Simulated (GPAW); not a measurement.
# ZnS (F-43m) in GPAW: convergence with bands over the usual count

Aim: find how far bands over the usual count must go before the results for ZnS settle, at PBE. This setting moves, with any that are tied to it; all else stays.

Program: GPAW 26.7.0. These are calculated values, not measurements. Logs are shortened: lines on timing, memory, paths and dates and some standing lists are left out, and cuts for length are marked. The log counts tension as positive stress, the text compression.

## Step 1: The structure

Symmetry: F-43m, No. 216, cubic system. The conventional cell has a = 5.404 Å, b = 5.404 Å, c = 5.404 Å, α = 90.00°, β = 90.00°, γ = 90.00°. Around Zn (site symmetry -43m) lie 4 S at 2.34 Å. S (site symmetry -43m) has 4 Zn at 2.34 Å as nearest neighbours.

## Step 2: With bands over the usual count 0.72

File run.py:

```python
from ase.dft.bandgap import bandgap
from ase.io import read, write
from ase.units import GPa
from gpaw import GPAW, PW

atoms = read('POSCAR')

calc = GPAW(mode=PW(600),
            xc='PBE',
            kpts={'size': (9, 9, 9), 'gamma': True},
            occupations={'name': 'fermi-dirac', 'width': 0.05},
            nbands=13,
            convergence={'density': 1e-05, 'energy': 1e-05},
            maxiter=100,
            txt='gpaw.txt')
atoms.calc = calc
energy = atoms.get_potential_energy()
forces = atoms.get_forces()
stress = atoms.get_stress()
calc.write('gs.gpw')
write('result.traj', atoms)
print(f'Energy: {energy:.6f} eV')
print('Forces (eV/A):')
print(forces.round(4))
print('Stress (GPa):', (stress / GPa).round(3))
print('Fermi level:', round(calc.get_fermi_level(), 4), 'eV')
print(f'Gap: {bandgap(calc)[0]:.4f} eV, direct: {bandgap(calc, direct=True)[0]:.4f} eV')
```

File POSCAR:

```
ZnS
1.0
    0.0000000000      2.7020000000      2.7020000000
    2.7020000000      0.0000000000      2.7020000000
    2.7020000000      2.7020000000      0.0000000000
Zn S
1 1
Direct
    0.7500000000      0.7500000000      0.7500000000
    0.0000000000      0.0000000000      0.0000000000
```

Potentials or basis: GPAW PAW data sets (gpaw-data 1.2.1), pw.

Started as:

```sh
$ OMP_NUM_THREADS=1 python run.py
```

It took 14 s on 1 thread of Arm Neoverse V2, shared host; peak memory 0.15 GiB.

Results:

```
Free energy            : -6.9234 eV
Pressure               : 1.6 GPa
Band gap on the k mesh : 2.10 eV, direct
```

## Step 3: With bands over the usual count 0.8

Changes to run.py since step 2:

```diff
@@ -11,3 +11,3 @@
             occupations={'name': 'fermi-dirac', 'width': 0.05},
-            nbands=13,
+            nbands=14,
             convergence={'density': 1e-05, 'energy': 1e-05},
```

POSCAR is that of step 2.

Potentials or basis: GPAW PAW data sets (gpaw-data 1.2.1), pw.

Started as:

```sh
$ OMP_NUM_THREADS=1 python run.py
```

Run time: 15 s. Hardware: 1 thread of Arm Neoverse V2, shared host; peak memory 0.15 GiB.

It converged, with:

```
Free energy            : -6.9234 eV
Pressure               : 1.6 GPa
Band gap on the k mesh : 2.10 eV, direct
```

## Step 4: With bands over the usual count 0.9

Changes to run.py since step 3:

```diff
@@ -11,3 +11,3 @@
             occupations={'name': 'fermi-dirac', 'width': 0.05},
-            nbands=14,
+            nbands=16,
             convergence={'density': 1e-05, 'energy': 1e-05},
```

POSCAR is that of step 3.

Started as:

```sh
$ OMP_NUM_THREADS=1 python run.py
```

It took 16 s on 1 thread of Arm Neoverse V2, shared host; peak memory 0.15 GiB.

The run converged. Its results:

```yaml
Free_energy: -6.9234 eV
Pressure: 1.6 GPa
Band_gap_on_the_k_mesh: 2.10 eV, direct
```

## Step 5: With bands over the usual count 1

Changes to run.py since step 4:

```diff
@@ -11,3 +11,3 @@
             occupations={'name': 'fermi-dirac', 'width': 0.05},
-            nbands=16,
+            nbands=18,
             convergence={'density': 1e-05, 'energy': 1e-05},
```

POSCAR is that of step 4.

Started as:

```sh
$ OMP_NUM_THREADS=1 python run.py
```

Wall time 17 s (1 thread of Arm Neoverse V2, shared host); peak memory 0.16 GiB.

The run converged. Its results:

```
Free energy            : -6.9234 eV
Pressure               : 1.6 GPa
Band gap on the k mesh : 2.10 eV, direct
```

## Step 6: With bands over the usual count 1.3

Changes to run.py since step 5:

```diff
@@ -11,3 +11,3 @@
             occupations={'name': 'fermi-dirac', 'width': 0.05},
-            nbands=18,
+            nbands=23,
             convergence={'density': 1e-05, 'energy': 1e-05},
```

POSCAR is that of step 5.

Potentials or basis: GPAW PAW data sets (gpaw-data 1.2.1), pw.

Started as:

```sh
$ OMP_NUM_THREADS=1 python run.py
```

It took 23 s on 1 thread of Arm Neoverse V2, shared host; peak memory 0.16 GiB.

The run converged. Its results:

```yaml
Free_energy: -6.9234 eV
Pressure: 1.6 GPa
Band_gap_on_the_k_mesh: 2.10 eV, direct
```

## Step 7: With bands over the usual count 1.7

Changes to run.py since step 6:

```diff
@@ -11,3 +11,3 @@
             occupations={'name': 'fermi-dirac', 'width': 0.05},
-            nbands=23,
+            nbands=30,
             convergence={'density': 1e-05, 'energy': 1e-05},
```

POSCAR is that of step 6.

Started as:

```sh
$ OMP_NUM_THREADS=1 python run.py
```

Run time: 29 s. Hardware: 1 thread of Arm Neoverse V2, shared host; peak memory 0.17 GiB.

Results (log left out):

- Free energy: -6.9234 eV
- Pressure: 1.6 GPa
- Band gap on the k mesh: 2.10 eV, direct

## Step 8: With bands over the usual count 2.5

Changes to run.py since step 7:

```diff
@@ -11,3 +11,3 @@
             occupations={'name': 'fermi-dirac', 'width': 0.05},
-            nbands=30,
+            nbands=44,
             convergence={'density': 1e-05, 'energy': 1e-05},
```

POSCAR is that of step 7.

Potentials or basis: GPAW PAW data sets (gpaw-data 1.2.1), pw.

Started as:

```sh
$ OMP_NUM_THREADS=1 python run.py
```

gpaw.txt:

```text
__  _  _
 | _ |_)|_||  |
 |__||  | ||/\| - 26.7.0

Input parameters:
  mode=PW(ecut=600.0),
  convergence={'density': 1e-05, 'energy': 1e-05},
  kpts=MonkhorstPack(size=(9, 9, 9), gamma=True),
  maxiter=100,
  nbands=44,
  occupations=Occupations(name='fermi-dirac', width=0.05),
  xc=XC(name='PBE')

Diagonalizing LCAO Hamiltonian
Converting LCAO to pw mode

                    Zn

       S

Atoms  # Å, Bohr magnetons
|   | symbol |        x |        y |        z |    initial magnetic moments |
|---|--------|----------|----------|----------|-----------------------------|
| 0 |     Zn | 4.053000 | 4.053000 | 4.053000 | ( 0.0000,  0.0000,  0.0000) |
| 1 |      S | 0.000000 | 0.000000 | 0.000000 | ( 0.0000,  0.0000,  0.0000) |

Unit cell  # Å
| periodic |        x |        y |        z |  lengths |    angles |
|----------|----------|----------|----------|----------|-----------|
|      yes | 0.000000 | 2.702000 | 2.702000 | 3.821205 | 60.000000 |
|      yes | 2.702000 | 0.000000 | 2.702000 | 3.821205 | 60.000000 |
|      yes | 2.702000 | 2.702000 | 0.000000 | 3.821205 | 60.000000 |

Number of symmetries: 24
Symmetry operations  # r_c * U_cc + t_c -> r_c
|    | kind |            matrix            |
|----|------|------------------------------|
|  0 |  E   |  1, 0, 0,  0, 1, 0,  0, 0, 1 |
|  1 |  σ   |  1, 0, 0,  0, 0, 1,  0, 1, 0 |
|  2 |  σ   |  1, 0,-1,  0, 1,-1,  0, 0,-1 |
|  3 |  C3  |  1, 0,-1,  0, 0,-1,  0, 1,-1 |
|  4 |  C3  |  1,-1, 0,  0,-1, 1,  0,-1, 0 |
|  5 |  σ   |  1,-1, 0,  0,-1, 0,  0,-1, 1 |
|  6 |  σ   |  0, 1, 0,  1, 0, 0,  0, 0, 1 |
|  7 |  C3  |  0, 1, 0,  0, 0, 1,  1, 0, 0 |
|  8 |  C2  |  0, 1,-1,  1, 0,-1,  0, 0,-1 |
|  9 |  S4  |  0, 1,-1,  0, 0,-1,  1, 0,-1 |
| 10 |  C3  |  0, 0, 1,  1, 0, 0,  0, 1, 0 |
| 11 |  σ   |  0, 0, 1,  0, 1, 0,  1, 0, 0 |
| 12 |  S4  |  0, 0,-1,  1, 0,-1,  0, 1,-1 |
| 13 |  C3  |  0, 0,-1,  0, 1,-1,  1, 0,-1 |
| 14 |  S4  |  0,-1, 1,  1,-1, 0,  0,-1, 0 |
| 15 |  C2  |  0,-1, 1,  0,-1, 0,  1,-1, 0 |
| 16 |  C3  |  0,-1, 0,  1,-1, 0,  0,-1, 1 |
| 17 |  S4  |  0,-1, 0,  0,-1, 1,  1,-1, 0 |
| 18 |  S4  | -1, 1, 0, -1, 0, 1, -1, 0, 0 |
| 19 |  C3  | -1, 1, 0, -1, 0, 0, -1, 0, 1 |
| 20 |  C3  | -1, 0, 1, -1, 1, 0, -1, 0, 0 |
| 21 |  S4  | -1, 0, 1, -1, 0, 0, -1, 1, 0 |
| 22 |  σ   | -1, 0, 0, -1, 1, 0, -1, 0, 1 |
| 23 |  C2  | -1, 0, 0, -1, 0, 1, -1, 1, 0 |

BZ-sampling:
  Number of BZ points: 729
  Number of IBZ points: 35

  Monkhorst-Pack size: [9, 9, 9]
  Monkhorst-Pack shift: [0, 0, 0]

K-points  # in reciprocal-cell coordinates
|     |                                coordinates |     weight |
|-----|--------------------------------------------|------------|
|   0 | (  0.00000000,   0.00000000,   0.00000000) | 0.00137174 |
|   1 | (  0.11111111,   0.11111111,   0.00000000) | 0.00823045 |
|   2 | (  0.11111111,   0.11111111,   0.11111111) | 0.01097394 |
|   3 | (  0.22222222,   0.11111111,   0.11111111) | 0.01646091 |
|   4 | (  0.22222222,   0.22222222,   0.00000000) | 0.00823045 |
|   5 | (  0.22222222,   0.22222222,   0.11111111) | 0.03292181 |
|   6 | (  0.22222222,   0.22222222,   0.22222222) | 0.01097394 |
|   7 | (  0.33333333,   0.22222222,   0.11111111) | 0.03292181 |
|   8 | (  0.33333333,   0.22222222,   0.22222222) | 0.03292181 |
|   9 | (  0.33333333,   0.33333333,  -0.33333333) | 0.01646091 |
| ... |                                            |            |
|  34 | (  0.44444444,   0.44444444,   0.44444444) | 0.01097394 |

Plane wave coefficients: 1363
Cutoff: 600.0 eV

Spin-components: 1 (collinear spins)
Bands:           44
Projectors:      11
Spin-degeneracy: 2
Datatype:        complex128

Parallelization:
  kpt:    1
  domain: 1
  band:   1

Density:
  Valence electrons: 18.0
  Components: 1
  Grid points: [24 24 24]
  Charge: 0.0  # |e|

Potential:
  Grid points: [24 24 24]

species:
  Zn:
    name:    Zinc
    Z:       30.0
    valence: 12
    core:    18
    charge:  0.0  # [|e|]
    compensation charges:
      type: gauss
      rc: 0.37  # [Å]
      lmax: 2
    cutoffs:
      filter: 2.14  # [Å]
      core: 2.28  # [Å]
    projectors
    | kind |    occ | energy [eV] | rcut [Å] |
    |------|--------|-------------|----------|
    |   4s |  2.000 |      -5.977 |    1.286 |
    |   4p |  0.000 |      -1.117 |    1.270 |
    |   3d | 10.000 |     -10.142 |    1.180 |
    |    s |        |      21.234 |    1.286 |
    |    p |        |      26.095 |    1.270 |
    |    d |        |      17.070 |    1.180 |

    Using partial waves for Zn as LCAO basis

  S:
    name:    Sulfur
    Z:       16.0
    valence: 6
    core:    10
    charge:  0.0  # [|e|]
    compensation charges:
      type: gauss
      rc: 0.24  # [Å]
      lmax: 2
    cutoffs:
      filter: 1.77  # [Å]
      core: 1.66  # [Å]
    projectors
    | kind |    occ | energy [eV] | rcut [Å] |
    |------|--------|-------------|----------|
    |   3s |  2.000 |     -17.254 |    0.974 |
    |   3p |  4.000 |      -7.008 |    0.979 |
    |    s |        |       9.957 |    0.974 |
    |    p |        |      20.203 |    0.979 |
    |    d |        |       0.000 |    0.900 |

    Using partial waves for S as LCAO basis

Reference energy: -59718.946550  # eV

eigensolver:
  PPCG
  Converge bands: occupied
  niter=2

density mixing:
  MSR1-Mixer
  Pratt-step length: 0.05
  Maximum mixing coefficient: 0.75
  Old densities: 10
  SVD Regularization: 0.005
  Good broyden scale: 1.0
  Trust region scale: 1.0
  Backstep threshold: 4.0
  History deletion threshold: 6.0
  Fourier metric: weight=20.0, sigma=0.015

occupation numbers:
  Fermi-Dirac:
    width: 0.0500  # eV

poisson solver:
  ecut: 4800.0  # eV

xc functional:
  name: PBE with 2 nearest neighbor stencil

convergence criteria:
- Maximum integral of absolute [dens]ity change: 1e-05 electrons / valence electron
- Maximum [total energy] change in last 3 cyles: 1e-05 eV / valence electron
- Maximum integral of absolute [eigenst]ate change: 4e-08 eV^2 / valence electron
maximum number of iterations: 100

SCF iterations
|iter     | |      energy | eigst |  dens |
|---------|-|-------------|-------|-------|
|iter:   1| |   -7.231640 | +0.38 |       |
|iter:   2| |   -7.206777 | -1.12 | -1.19 |
|iter:   3| |   -6.920954 | -2.26 | -1.23 |
|iter:   4| |   -6.921980 | -3.71 | -1.91 |
|iter:   5| |   -6.923329 | -4.03 | -2.28 |
|iter:   6| |   -6.923354 | -5.79 | -3.31 |
|iter:   7| |   -6.923367c| -6.17 | -3.73 |
|iter:   8| |   -6.923369c| -6.79 | -4.10 |
|iter:   9| |   -6.923369c| -7.61c| -4.94 |
|iter:  10| |   -6.923369c| -8.02c| -5.57c|

Converged in 10 steps
Energy contributions relative to reference atoms: (reference = -59718.946550)

Energy contributions:
  Kinetic:          10.974778
  Coulomb:          -9.308218
  Zero:              0.056358
  External:          0.000000
  Xc:               -8.646287
  Entropy:          -0.000000
  Spinorbit:         0.000000
  ----------------------------
  Free energy:      -6.923369
  Extrapolated:     -6.923369

dipole moment: (-14.590610, -14.590610, -14.590610)  # |e|*Ang

Fermi level: 4.747
Eigenvalues  # (at kpt = [0.000, 0.000, 0.000])
| band index |      eig [eV] | occ [0-2] |
|------------|---------------|-----------|
|          0 |        -9.388 |     2.000 |
|          1 |        -2.563 |     2.000 |
|          2 |        -2.563 |     2.000 |
|          3 |        -2.563 |     2.000 |
|          4 |        -2.069 |     2.000 |
|          5 |        -2.069 |     2.000 |
|          6 |         3.752 |     2.000 |
|          7 |         3.752 |     2.000 |
|          8 |         3.752 |     2.000 |
|          9 |         5.856 |     0.000 |
|         10 |        10.122 |     0.000 |
|         11 |        10.122 |     0.000 |
|         12 |        10.122 |     0.000 |
|         13 |        15.368 |     0.000 |
|         14 |        15.368 |     0.000 |
|         15 |        15.644 |     0.000 |
|         16 |        18.294 |     0.000 |
|        ... |               |           |
|         43 |        51.893 |     0.000 |

Gap: 2.104 eV
Transition (v -> c):
  (s=0, k=0, n=8, [0.00, 0.00, 0.00]) -> (s=0, k=0, n=9, [0.00, 0.00, 0.00])
No difference between direct/indirect transitions

Forces  # eV/Ang
|       x |        y |        z |
|---------|----------|----------|
| 0.00000 | -0.00000 |  0.00000 |  # Zn   0
| 0.00000 |  0.00000 | -0.00000 |  # S    1

Stress tensor  # eV/Ang^3
|         x |         y |         z |
|-----------|-----------|-----------|
| -0.010135 |  0.000000 |  0.000000 |
|  0.000000 | -0.010135 |  0.000000 |
|  0.000000 |  0.000000 | -0.010135 |

# Writing to gs.gpw (mode='')
```

Wall time 39 s (1 thread of Arm Neoverse V2, shared host); peak memory 0.18 GiB.

What came out:

```yaml
Free_energy: -6.9234 eV
Pressure: 1.6 GPa
Band_gap_on_the_k_mesh: 2.10 eV, direct
```

## Step 9: Summary

```
bands over the usual count  energy less the tightest run, at zero smearing (meV/atom)  SCF cycles  CPU time (s)  peak memory (GiB)
                      0.72                                                       0.00          10            14               0.15
                       0.8                                                       0.00          10            15               0.15
                       0.9                                                       0.00          10            16               0.15
                         1                                                       0.00          10            17               0.16
                       1.3                                                       0.00          10            23               0.16
                       1.7                                                       0.00          10            29               0.17
                       2.5                                                       0.00          10            39               0.18
```

Against the tightest run, the energy stays within 1 meV/atom from 0.72 on. The tightest run that finished is the yardstick and may itself not be fully converged.
